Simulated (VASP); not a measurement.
# Pt (Fm-3m) in VASP: single point with PBE

Aim: the single point of Pt with PBE.

Program: VASP 6.6.1. These are calculated values, not measurements. Logs are shortened: lines on timing, memory, paths and dates and some standing lists are left out, and cuts for length are marked.

### 1 The structure

The structure is cubic, space group Fm-3m (No. 225). Conventional cell: a = 3.967 Å, b = 3.967 Å, c = 3.967 Å, α = 90.00°, β = 90.00°, γ = 90.00°. Pt (site symmetry m-3m) has 12 Pt at 2.81 Å as nearest neighbours.

### 2 Single point, PBE

INCAR

```
SYSTEM = Pt
PREC     = Accurate       ! precision mode
ENCUT    = 520            ! plane-wave cutoff, eV
EDIFF    = 1E-7           ! SCF threshold, eV
ISMEAR   = 1              ! smearing method
SIGMA    = 0.1            ! smearing width, eV
LREAL    = .FALSE.        ! projectors in reciprocal space
LASPH    = .TRUE.         ! aspherical terms in the spheres
NELM     = 80             ! most SCF steps
ALGO     = Normal         ! electronic algorithm
ISIF     = 2              ! what is computed and relaxed
LWAVE    = .FALSE.        ! write WAVECAR
LCHARG   = .FALSE.        ! write CHGCAR
GGA      = PE             ! functional
ICORELEVEL= 1
```

KPOINTS

```
regular mesh
0
G
  14 14 27
  0 0 0
```

POSCAR

```
Pt
1.0
    2.8050756300      0.0000000000      0.0000000000
    0.0000000000      2.8050756300      0.0000000000
    1.4025378200      1.4025378200      1.9834880000
Pt
1
Direct
    0.0000000000      0.0000000000      0.0000000000
```

Potentials or basis: VASP PAW PBE potentials, release 64 (Pt).

The run is started by

```sh
cat potpaw_PBE.64/Pt/POTCAR > POTCAR
mpirun -np 1 vasp_std > vasp.out
```

OUTCAR:

```text
SYSTEM = Pt
   PREC = Accurate
   ENCUT = 520
   EDIFF = 1E-7
   ISMEAR = 1
   LREAL = .FALSE.
   LASPH = .TRUE.
   NELM = 80
   ISIF = 2
   GGA = PE

 ion  position               nearest neighbor table
   1  0.000  0.000  0.000-

  LATTYP: Found a face centered cubic cell.
 ALAT       =     3.9669760068

  Lattice vectors:

 A1 = (   1.4025378200,   1.4025378200,   1.9834880000)
 A2 = (   1.4025378200,  -1.4025378100,   1.9834880000)
 A3 = (   2.8050756300,   0.0000000000,   0.0000000000)

Analysis of symmetry for initial positions (statically):
=====================================================================
 Subroutine PRICEL returns:
 Original cell was already a primitive cell.

 Routine SETGRP: Setting up the symmetry group for a
 face centered cubic supercell.

 Subroutine GETGRP returns: Found 48 space group operations
 (whereof 48 operations were pure point group operations)
 out of a pool of 48 trial point group operations.

The static configuration has the point symmetry O_h .

Analysis of symmetry for dynamics (positions and initial velocities):
=====================================================================
 Subroutine PRICEL returns:
 Original cell was already a primitive cell.

 Routine SETGRP: Setting up the symmetry group for a
 face centered cubic supercell.

 Subroutine GETGRP returns: Found 48 space group operations
 (whereof 48 operations were pure point group operations)
 out of a pool of 48 trial point group operations.

The dynamic configuration has the point symmetry O_h .

 Subroutine INISYM returns: Found 48 space group operations
 (whereof 48 operations are pure point group operations),
 and found     1 'primitive' translations

----------------------------------------------------------------------------------------

                                     Primitive cell

  volume of cell :      15.6070

  direct lattice vectors                    reciprocal lattice vectors
     2.805075630  0.000000000  0.000000000     0.356496627  0.000000000 -0.252081183
     0.000000000  2.805075630  0.000000000     0.000000000  0.356496627 -0.252081183
     1.402537820  1.402537820  1.983488000     0.000000000  0.000000000  0.504162364

  length of vectors
     2.805075630  2.805075630  2.805075635     0.436617416  0.436617416  0.504162364

  position of ions in fractional coordinates (direct lattice)
     0.000000000  0.000000000  0.000000000

  ion indices of the primitive-cell ions
   primitive index   ion index
                 1           1

----------------------------------------------------------------------------------------

 KPOINTS: regular mesh

Automatic generation of k-mesh.
 Grid dimensions read from file:
 generate k-points for:   14   14   27

 Generating k-lattice:

  Cartesian coordinates                     Fractional coordinates (reciprocal lattice)
     0.025464045  0.000000000 -0.018005799     0.071428571  0.000000000  0.000000000
     0.000000000  0.025464045 -0.018005799     0.000000000  0.071428571  0.000000000
     0.000000000  0.000000000  0.018672680     0.000000000  0.000000000  0.037037037

  Length of vectors
     0.031186958  0.031186958  0.018672680

  Shift w.r.t. Gamma in fractional coordinates (k-lattice)
     0.000000000  0.000000000  0.000000000

 -----------------------------------------------------------------------------
|                                                                             |
|           W    W    AA    RRRRR   N    N  II  N    N   GGGG   !!!           |
|           W    W   A  A   R    R  NN   N  II  NN   N  G    G  !!!           |
|           W    W  A    A  R    R  N N  N  II  N N  N  G       !!!           |
|           W WW W  AAAAAA  RRRRR   N  N N  II  N  N N  G  GGG   !            |
|           WW  WW  A    A  R   R   N   NN  II  N   NN  G    G                |
|           W    W  A    A  R    R  N    N  II  N    N   GGGG   !!!           |
|                                                                             |
|     Your reciprocal lattice and k-lattice belong to different lattice       |
|     classes:                                                                |
|                                                                             |
|        The reciprocal lattice is body-centered cubic,                       |
|        whereas your k-lattice is base-centered monoclinic.                  |
|                                                                             |
|     Results are often still useful ...                                      |
|                                                                             |
 -----------------------------------------------------------------------------

 WARNING: IBZKPT: internal override: KBLOWUP is changed to .FALSE.
      ... skipping the blow-up phase ...

 Subroutine IBZKPT returns following result:
 ===========================================

 Found   1422 irreducible k-points:

 Following reciprocal coordinates:
            Coordinates               Weight
  0.000000  0.000000  0.000000      1.000000
  0.071429  0.000000  0.000000      4.000000
  0.142857  0.000000  0.000000      4.000000
  0.214286  0.000000  0.000000      4.000000
  0.285714  0.000000  0.000000      4.000000
  0.357143  0.000000  0.000000      4.000000
[... 16 lines left out ...]
  0.214286  0.142857  0.000000      4.000000
  0.285714  0.142857  0.000000      4.000000
 [... further k-points ...]
   k-points           NKPTS =   1422   k-points in BZ     NKDIM =   1422   number of bands    NBANDS=      9
   number of dos      NEDOS =    301   number of ions     NIONS =      1
   total plane-waves  NPLWV =  13824
   dimension x,y,z NGX =    24 NGY =   24 NGZ =   24
   dimension x,y,z NGXF=    48 NGYF=   48 NGZF=   48
   ions per type =               1
   NGX,Y,Z   is equivalent  to a cutoff of  14.22, 14.22, 14.22 a.u.
   NGXF,Y,Z  is equivalent  to a cutoff of  28.45, 28.45, 28.45 a.u.
 SYSTEM =  Pt
   PREC   = accura    normal or accurate (medium, high low for compatibility)
   ISTART =      0    job   : 0-new  1-cont  2-samecut
   ICHARG =      2    charge: 1-file 2-atom 10-const
   ISPIN  =      1    spin polarized calculation?
   LNONCOLLINEAR =      F non collinear calculations
   LSORBIT =      F    spin-orbit coupling
   LASPH  =      T    aspherical Exc in radial PAW
   ENCUT  =  520.0 eV  38.22 Ry    6.18 a.u.   5.22  5.22  5.22*2*pi/ulx,y,z
   NELM   =     80;   NELMIN=  2; NELMDL= -5     # of ELM steps
   EDIFF  = 0.1E-06   stopping-criterion for ELM
   LREAL  =      F    real-space projection
   EDIFFG = 0.1E-05   stopping-criterion for IOM
   NSW    =      0    number of steps for IOM
   IBRION =     -1    ionic relax: 0-MD 1-quasi-New 2-CG
   NFREE  =      0    steps in history (QN), initial steepest desc. (CG)
   ISIF   =      2    stress and relaxation
   ISYM   =      2    0-nonsym 1-usesym 2-fastsym
   POTIM  = 0.5000    time-step for ionic-motion
   TEBEG  =    0.0;   TEEND  =   0.0 temperature during run
   PSTRESS=    0.0 pullay stress
   NELECT =      10.0000    total number of electrons
   NUPDOWN=      -1.0000    fix difference up-down
   EMIN   =  10.00;   EMAX   =-10.00  energy-range for DOS
   EFERMI =   0.00;   METHOD = LEGACY
   ISMEAR =     1;   SIGMA  =   0.10  broadening in eV -4-tet -1-fermi 0-gaus
   EFERMI_NEDOS =   21; number of points for ismear=-14 and -15
   IALGO  =     38    algorithm
   IMIX   =      4    mixing-type and parameters
     AMIX     =   0.40;   BMIX     =  1.00
     AMIX_MAG =   1.60;   BMIX_MAG =  1.00
  volume/ion in A,a.u.               =      15.61       105.32
  Fermi-wavevector in a.u.,A,eV,Ry     =   1.411352  2.667068 27.101631  1.991914
  Thomas-Fermi vector in A             =   2.533212
   LORBIT       =      0    0 simple, 1 ext, 2 COOP (PROOUT), +10 PAW based schemes
   GGA     = PE    functional components
   LHFCALC =     F    Hartree Fock is set to
   AEXX    =    0.0000 exact exchange contribution
   IVDW    =     0    specifies the selected vdW correction
   LEPSILON=     F    determine dielectric tensor
   LRPA    =     F    only Hartree local field effects (RPA)
 non-spin polarized calculation
 Methfessel and Paxton  Order N= 1 SIGMA  =   0.10
  energy-cutoff  :      520.00
  volume of cell :       15.61
 maximum number of plane-waves:       444
 NGX is ok and might be reduce to    24
   NGX = 11   NGY = 11   NGZ = 11

 number of electron      10.0000002 magnetization

 Free energy of the ion-electron system (eV)
  ---------------------------------------------------
  ext. energy  EPLUGINS =         0.00000000
  ---------------------------------------------------
  free energy    TOTEN  =        -6.10074756 eV

  energy without entropy =       -6.10067222  energy(sigma->0) =       -6.10072244

 the core state eigenenergies are
   1-  1s -78387.7111  2s -13757.3520  2p -11917.6221  3s  -3221.2145  3p  -2685.7152
       3d  -2106.0865  4s   -681.5243  4p   -505.9686  4d   -293.0429  4f    -56.4535
       5s    -87.9288  5p    -42.0291

 E-fermi :  10.6001     XC(G=0): -13.2854

 val. band max:       10.6000136052   @ k =  -0.1429  -0.2143   0.4074
 cond. band min:      10.6017704930   @ k =   0.1429   0.1429   0.3704
 fundamental gap:      0.0017568878
 Fermi energy:        10.6000660127

 k-point     1 :       0.0000    0.0000    0.0000
  band No.  band energies     occupation
      1       0.7816      2.00000
      2       7.0330      2.00000
      3       7.0330      2.00000
      4       7.0330      2.00000
      5       9.0702      2.00000
      6       9.0702      2.00000
      7      25.3465      0.00000
      8      30.1212      0.00000
      9      30.1212      0.00000

 k-point     2 :       0.0714    0.0000    0.0000
  band No.  band energies     occupation
      1       0.9797      2.00000
      2       6.9481      2.00000
      3       7.1097      2.00000
      4       7.1097      2.00000
      5       9.0290      2.00000
      6       9.0290      2.00000
      7      25.6447      0.00000
      8      29.0946      0.00000
      9      30.4181      0.00000
[... 253 lines left out ...]
 k-point    24 :       0.2857    0.1429    0.0000
  band No.  band energies     occupation
      1       4.1224      2.00000
      2       6.6771      2.00000
      3       7.0307      2.00000
      4       7.6544      2.00000
      5       9.1497      2.00000
      6      11.2646     -0.00000
      7      20.9936      0.00000
      8      26.0946      0.00000
      9      28.0259      0.00000

 [... further k-points ...]
[... 5 lines left out ...]
  --------------------------------------------------------------------------------------
  -------------------------------------------------------------------------------------
  Total       -0.0073160     -0.0073160     -0.0073160     -0.0000000     -0.0000000     -0.0000000
  in kB       -0.7510403     -0.7510403     -0.7510403     -0.0000000     -0.0000000     -0.0000000
  external PRESSURE =      -0.7510403 kB  Pullay stress =       0.0000000 kB

 VOLUME and BASIS-vectors are now :
 -----------------------------------------------------------------------------
  energy-cutoff  :      520.00
  volume of cell :       15.61
      direct lattice vectors                 reciprocal lattice vectors
     2.805075630  0.000000000  0.000000000     0.356496627  0.000000000 -0.252081183
     0.000000000  2.805075630  0.000000000     0.000000000  0.356496627 -0.252081183
     1.402537820  1.402537820  1.983488000     0.000000000  0.000000000  0.504162364

 POSITION                                       TOTAL-FORCE (eV/Angst)
 -----------------------------------------------------------------------------------
      0.00000      0.00000      0.00000        -0.000000      0.000000      0.000000
 -----------------------------------------------------------------------------------
    total drift:                                0.000000     -0.000000      0.000000

  FREE ENERGIE OF THE ION-ELECTRON SYSTEM (eV)
  ---------------------------------------------------
  free  energy   TOTEN  =        -6.1007475585 eV

  energy  without entropy=       -6.1006722178  energy(sigma->0) =       -6.10072244
```

Wall time 99 s (1 thread of Intel Xeon Platinum 8259CL at 2.50GHz (Skylake/Cascade Lake), shared host); peak memory 0.34 GiB.

What came out:

```yaml
Free_energy: -6.1007 eV
Pressure: -0.1 GPa
Band_gap_on_the_k_mesh: none (metal or under the smearing width)
```

Core levels (eV, on the scale of the bands):
```csv
atom,levels
1 Pt,"1s -78387.7, 2s -13757.4, 2p -11917.6, 3s -3221.2, 3p -2685.7, 3d -2106.1, 4s -681.5, 4p -506.0, 4d -293.0, 4f -56.5, 5s -87.9, 5p -42.0"
```

Spin-orbit coupling is left out, which matters for the levels of Pt.
